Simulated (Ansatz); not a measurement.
# Relaxation of AlNi

These are results of DFT PBE, scalar-relativistic, plane waves, PAW (Ansatz 0.2.0), not measurements. (420 eV cutoff, 14×14×14 k-mesh, Gaussian smearing of 0.10 eV, no spin polarisation)

What was changed in GaNi: Ga → Al on all its sites, cell and atoms relaxed.

Input:

```yaml
crystal:
  lattice:
    - [2.9102086728, 0.0, 0.0]
    - [0.0, 2.9102086728, 0.0]
    - [0.0, 0.0, 2.9102086728]
  atoms:
    - { symbol: Al, position: [0.0, 0.0, 0.0] }
    - { symbol: Ni, position: [0.5, 0.5, 0.5] }
basis:
  ecutwfc: 420
kpoints:
  mp_grid: { grid: [14, 14, 14] }
hamiltonian:
  xc: pbe
scf:
  occupations: { method: gaussian, width: 0.1 }
output:
  forces: true
  stress: true
  eigenvalues: true
relax:
  adjacent_minimum: "off"
  f_tol: 0.01
  max_steps: 60
  cell: { stress_tol: 0.1 }
```

F is the free energy. Steps run on the plane waves of an earlier cell, but the last one, and at times one on the way, on a freshly chosen basis, so a repeated geometry can differ a little in energy.

Steps:

```csv
step,F − F(1) (eV),largest force component (eV/Å),V (Å³/atom),P (GPa)
1,0.0000,0.000,12.324,-2.69
2,-0.0033,0.000,12.186,-0.99
3,-0.0038,0.000,12.107,0.03
4,-0.0037,0.000,12.107,0.03
```

Relaxed structure:

```cif
data_structure
_symmetry_space_group_name_H-M 'P 1'
_symmetry_Int_Tables_number 1
_cell_length_a 2.8930
_cell_length_b 2.8930
_cell_length_c 2.8930
_cell_angle_alpha 90.000
_cell_angle_beta 90.000
_cell_angle_gamma 90.000
_cell_volume 24.21
loop_
_atom_site_label
_atom_site_type_symbol
_atom_site_fract_x
_atom_site_fract_y
_atom_site_fract_z
_atom_site_occupancy
Al1 Al 0.00000 0.00000 0.00000 1
Ni1 Ni 0.50000 0.50000 0.50000 1
```

Symmetry: Pm-3m, No. 221, cubic system. Conventional cell: a = 2.893 Å, b = 2.893 Å, c = 2.893 Å, α = 90.00°, β = 90.00°, γ = 90.00°. Al (site symmetry m-3m) is surrounded by 8 Ni at 2.51 Å. Around Ni (site symmetry m-3m) lie 8 Al at 2.51 Å.

The run converged. The run took about 10 core-seconds.